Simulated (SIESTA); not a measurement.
**Zn under changes of volume**

One of the cells (15.330 Å³/atom); the others are scaled copies at fixed shape and fractional positions:

```xyz
2
Lattice="2.6700 0.0000 0.0000 -1.3350 2.3123 0.0000 0.0000 0.0000 4.9660" Properties=species:S:1:pos:R:3 pbc="T T T"
Zn    1.3350    0.7708    3.7245
Zn    0.0000    1.5415    1.2415
```

| Item | Value |
| --- | --- |
| Program | SIESTA 5.4.2 |
| Functional | LDA |
| Potentials or basis | PseudoDojo 0.4 standard (LDA files) |
| Basis | DZP (energy shift 0.003 Ry; two zetas on semicore shells) |
| Grid cutoff | 800 Ry |
| Energy shift | 0.003 Ry |
| k mesh | 11 × 11 × 6 |
| Occupations | fermi-dirac, width 0.05 eV |
| Spin | no spin polarisation |

```csv
volume (Å³/atom),energy over the lowest point (meV/atom),pressure (GPa)
14.410,0.00,-7.9
14.716,16.83,-9.6
15.023,36.62,-11.0
15.330,59.01,-12.3
15.636,?,?
15.943,110.37,-14.4
16.249,138.76,-15.3
```

Problem. What does the run at 15.636 Å³/atom give?

Solution. Energy over the lowest point 83.69 meV/atom; pressure -13.4 GPa.

Worked out: A Birch-Murnaghan fit of order 3 (a polynomial in V^(-2/3)) to the other rows has no minimum within the range. It gives 83.64 meV/atom at 15.636 Å³/atom, against the run's 83.69, and -dE/dV = -13.4 GPa, against -13.4.

Energies are extrapolated to zero smearing.

Caveats: short orbitals over semicore shells can move pressures by several GPa; the basis of atomic orbitals isn't converged, which shifts pressures, moduli and gaps.
